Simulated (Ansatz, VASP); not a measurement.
**One calculation of Ba, two programs**

Contents of INCAR:

```
SYSTEM = Ba
PREC     = Accurate       ! precision mode
ENCUT    = 520            ! plane-wave cutoff, eV
EDIFF    = 1E-7           ! SCF threshold, eV
ISMEAR   = -1             ! smearing method
SIGMA    = 0.05           ! smearing width, eV
LREAL    = .FALSE.        ! projectors in reciprocal space
LASPH    = .TRUE.         ! aspherical terms in the spheres
NELM     = 80             ! most SCF steps
ALGO     = Normal         ! electronic algorithm
ISIF     = 2              ! what is computed and relaxed
LWAVE    = .FALSE.        ! write WAVECAR
LCHARG   = .FALSE.        ! write CHGCAR
GGA      = PE             ! functional
NBANDS   = 11             ! bands
```

Contents of KPOINTS:

```
regular mesh
0
G
  8 8 8
  0 0 0
```

File POSCAR:

```
Ba
1.0
   -2.4896773455      2.4896773455      2.4896773455
    2.4896773455     -2.4896773455      2.4896773455
    2.4896773455      2.4896773455     -2.4896773455
Ba
1
Direct
    0.0000000000      0.0000000000      0.0000000000
```

The input input.yaml:

```yaml
crystal:
  lattice:
    - [-2.4896773455, 2.4896773455, 2.4896773455]
    - [2.4896773455, -2.4896773455, 2.4896773455]
    - [2.4896773455, 2.4896773455, -2.4896773455]
  atoms:
    - { symbol: Ba, position: [0.0, 0.0, 0.0] }
hamiltonian:
  xc: pbe
  pseudopotentials: { kind: paw }
kpoints:
  mp_grid: { grid: [8, 8, 8] }
scf:
  occupations: { method: fermi_dirac, width: 0.05 }
output:
  forces: true
  stress: true
  eigenvalues: true
```

Change from the starting cell: volume scaled by 0.98.

Alike in both runs: task single point; functional PBE; k mesh 8 × 8 × 8; occupations fermi-dirac, width 0.05 eV; no spin polarisation.

|  | VASP | Ansatz |
| --- | --- | --- |
| version | VASP 6.6.1 | Ansatz 0.2.0 |
| potentials or method | VASP PAW PBE potentials, release 64 (Ba_sv) | Ansatz PAW |
| plane-wave cutoff (eV) | 520 | 420 |
| valence electrons in the cell | 10 | 10 |

```tsv
	VASP	Ansatz	Ansatz less VASP
gap on the k mesh at the Fermi level (eV)	none	none	-
pressure (GPa)	0.2	0.2	-0.05
```

A gap of «none» marks a metal or a gap that the smearing closes. With one functional, cell and mesh, what is left measures potentials, basis and numerics.

Spin-orbit coupling is left out, which matters for the levels of Ba.
